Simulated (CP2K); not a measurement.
**La2O3 under changes of volume**

One of the cells (16.357 Å³/atom); the others are scaled copies at fixed shape and fractional positions:

```xyz
5
Lattice="3.9308 0.0000 0.0000 -1.9654 3.4042 0.0000 0.0000 0.0000 6.1120" Properties=species:S:1:pos:R:3 pbc="T T T"
La    0.0000    2.2694    1.5050
La    1.9654    1.1347    4.6070
O     0.0000    0.0000    0.0000
O     0.0000    2.2694    3.9477
O     1.9654    1.1347    2.1643
```

The cell is a database's computed one.

| Quantity | Value |
| --- | --- |
| Program | CP2K 2026.2 |
| Functional | PBE |
| Potentials or basis | GTH_POTENTIALS La GTH-PBE-q11; POTENTIAL_UZH O GTH-PBE-q6; TZVP-MOLOPT-SR-GTH, TZVP-MOLOPT-PBE-GTH basis |
| Density cutoff | 8163 eV |
| k mesh | 8 × 8 × 5 |
| Occupations | fermi-dirac, width 0.05 eV |
| Spin | no spin polarisation |

| volume (Å³/atom) | energy over the lowest point (meV/atom) | pressure (GPa) | gap on the mesh (eV) | largest force (eV/Å) |
| --- | --- | --- | --- | --- |
| 15.375 | 57.22 | 13.9 | 3.96 | 0.620 |
| 15.703 | 32.77 | 10.1 | 3.96 | 0.434 |
| 16.030 | 15.52 | 6.8 | 3.97 | 0.261 |
| 16.357 | 4.86 | 3.8 | 3.97 | 0.100 |
| 16.684 | 0.00 | 1.0 | 3.96 | 0.050 |
| 17.011 | 0.44 | -1.4 | 3.94 | 0.190 |
| 17.338 | ? | ? | ? | ? |

Task: What does the run at 17.338 Å³/atom give?

Result: Energy over the lowest point 5.66 meV/atom; pressure -3.7 GPa; gap on the mesh 3.90 eV; largest force 0.320 eV/Å.

Worked out: A Birch-Murnaghan fit of order 3 (a polynomial in V^(-2/3)) to the other rows has its minimum at 16.82 Å³/atom with B0 = V·E''(V) = 128 GPa and B' = 4.2 at fixed shape and positions, which overstates the stiffness. It gives 5.67 meV/atom at 17.338 Å³/atom, against the run's 5.66, and -dE/dV = -3.7 GPa, against -3.7. A parabola through the other rows of the gap, of slope -1.23 eV per unit of ln V there, extrapolates to 3.92 eV, against the run's 3.90.

Energies are extrapolated to zero smearing.

Caveats: spin-orbit coupling is left out, which moves the levels of the heavy elements; an odd mesh through Γ misses points on the zone boundary, where band edges often lie; the basis of atomic orbitals isn't converged, which shifts pressures, moduli and gaps.
